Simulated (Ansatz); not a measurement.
Zone-centre phonons of NbN at -3 GPa: input and output

The calculation used Ansatz, DFT LDA, scalar-relativistic, plane waves, PAW.

Launched with:
```bash
ansatz run input.yaml --threads 1 --pin off --max-ram 3072MiB --backend cpu --events-out ev --progress --plain --runs-dir out
```

Input (bare energies are in eV):
```yaml
crystal:
  lattice:
    - [0.0, 2.1849369073, 2.1849369073]
    - [2.1849369073, 0.0, 2.1849369073]
    - [2.1849369073, 2.1849369073, 0.0]
  atoms:
    - { symbol: Nb, position: [0.5, 0.5, 0.5] }
    - { symbol: "N", position: [0.0, 0.0, 0.0] }
basis:
  ecutwfc: 420
kpoints:
  mp_grid: { grid: [16, 16, 16] }
hamiltonian:
  xc: lda
scf:
  occupations: { method: fermi_dirac, width: 0.15 }
output:
  eigenvalues: true
phonons:
  method: dfpt
  eigenvectors: true
```

The end of the output:
```
--- Phonons (Γ-DFPT): 2 representative perturbations + reference, on 349 of 4096 k-points (Σ response iterations 6) ---
  k mesh reduced under 8 symmetry operations, with k and −k counted as one. Each operation leaves every solved perturbation unchanged. A smaller set is not used because it would not reduce the number of displacements ...
  ASR residual: 1.678e-3 → 0.000e0 eV/Å²; symmetrization residual: 7.857e-7 eV/Å²
  ASR residual per site (eV/Å²): 1.68e-3 1.56e-4
  Γ frequencies (cm⁻¹): 0.00 0.00 0.00 409.83 409.83 409.83
  non-analytic LO–TO correction: not included (Born effective charges unavailable; polar crystals: no LO–TO splitting at Γ)
```

It took 25 s on 1 thread of Arm Neoverse V2, with other jobs on the host, peak memory 0.55 GiB.

In a metal, frequencies and elastic constants depend on the k mesh and the smearing, soft modes and shear constants most.